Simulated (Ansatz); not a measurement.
## Zn: computed properties

Method: Ansatz 0.2.0, DFT PBE, scalar-relativistic, plane waves, PAW.

Plane waves to 420 eV, a k mesh through Γ of 18×18×18 on the computed 1-atom cell and Gaussian smearing (0.10 eV); no spin polarisation.

The structure is relaxed at this level of theory with its symmetry kept. This bcc form isn't the element's structure at ambient conditions.

The structure is cubic, space group Im-3m (No. 229). Conventional cell: a = 3.132 Å, b = 3.132 Å, c = 3.132 Å, α = 90.00°, β = 90.00°, γ = 90.00°. Zn (site symmetry m-3m) has 8 Zn at 2.71 Å as nearest neighbours.

- Volume per atom: 15.36 Å³
- Formation energy from the elements' standard states (uncorrected): +0.086 eV/atom
- Kohn–Sham band gap: none (metal)
- Density of states at the Fermi level: 0.32 states/eV per cell
- Bulk modulus: 66 GPa
- Its pressure derivative: 5.5
- Bader charges (e): Zn (1 in the cell) 0.00

Cost: 9 runs of about 0.62 core-minutes in all, on Intel Xeon Platinum 8488C (Sapphire Rapids) (shared hosts).